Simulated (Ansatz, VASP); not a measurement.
Two plane-wave programs on MgO

INCAR

```
ALGO = Normal
EDIFF = 1E-6
ENCUT = 520
GGA = PE
ISIF = 2
ISMEAR = 0
LASPH = T
LCHARG = F
LREAL = F
LWAVE = F
NBANDS = 26
NELM = 60
PREC = Accurate
SIGMA = 0.05
```

KPOINTS

```
k-points
0
Gamma
  9 9 4
```

Contents of POSCAR:

```
MgO
1.0
    3.2557926122      0.0000000000      0.0000000000
   -1.6278963061      2.8195991116      0.0000000000
    0.0000000000      0.0000000000      9.8204472561
Mg O
4 4
Direct
    0.3333333333      0.6666666667      0.9694906392
    0.0000000000      0.0000000000      0.2208211786
    0.0000000000      0.0000000000      0.7208211786
    0.6666666667      0.3333333333      0.4694906392
    0.3333333333      0.6666666667      0.7800420079
    0.0000000000      0.0000000000      0.5296443544
    0.0000000000      0.0000000000      0.0296443544
    0.6666666667      0.3333333333      0.2800420079
```

Input for Ansatz:

```yaml
crystal:
  lattice:
    - [3.2557926122, 0.0, 0.0]
    - [-1.6278963061, 2.8195991116, 0.0]
    - [0.0, 0.0, 9.8204472561]
  atoms:
    - { symbol: Mg, position: [0.3333333333, 0.6666666667, 0.9694906392] }
    - { symbol: Mg, position: [0.0, 0.0, 0.2208211786] }
    - { symbol: Mg, position: [0.0, 0.0, 0.7208211786] }
    - { symbol: Mg, position: [0.6666666667, 0.3333333333, 0.4694906392] }
    - { symbol: O, position: [0.3333333333, 0.6666666667, 0.7800420079] }
    - { symbol: O, position: [0.0, 0.0, 0.5296443544] }
    - { symbol: O, position: [0.0, 0.0, 0.0296443544] }
    - { symbol: O, position: [0.6666666667, 0.3333333333, 0.2800420079] }
basis:
  ecutwfc: 520.0
kpoints:
  mp_grid: { grid: [9, 9, 4] }
hamiltonian:
  xc: pbe
  pseudopotentials: { kind: paw, azcp: { folder: soft_1 } }
scf:
  occupations: { method: gaussian, width: 0.05 }
output:
  forces: true
  stress: true
  eigenvalues: true
  write_density: true
  write_potential: true
  elf: true
  volumetric_format: npy
```

Alike in both runs: task single point; functional PBE; k mesh 9 × 9 × 4; occupations gaussian, width 0.05 eV; no spin polarisation.

|  | VASP | Ansatz |
| --- | --- | --- |
| version | VASP 6.6.1 | Ansatz 0.2.0 |
| potentials or method | VASP PAW PBE potentials, release 64 (Mg, O) | scalar-relativistic, plane waves, PAW |
| plane-wave cutoff (eV) | 520 | 520 |
| valence electrons in the cell | 32 | 64 |

```tsv
	VASP	Ansatz	Ansatz less VASP
gap on the k mesh at the Fermi level (eV)	3.77	3.78	+0.018
least direct gap on the mesh (eV)	3.77	3.78	+0.018
pressure (GPa)	11.4	11.7	+0.32
largest component of the traceless stress (GPa)	11.76	11.55	-0.210
rms of the force components (eV/Å)	0.535	0.527	-0.0082
```

Atom by atom the forces differ by 0.008 eV/Å (rms over components). The functional is the same, so the differences come from potentials, cutoffs and numerics. The two sets of potentials don't hold the same shells in valence.

Caveats: an odd mesh through Γ misses points on the zone boundary, where band edges often lie.
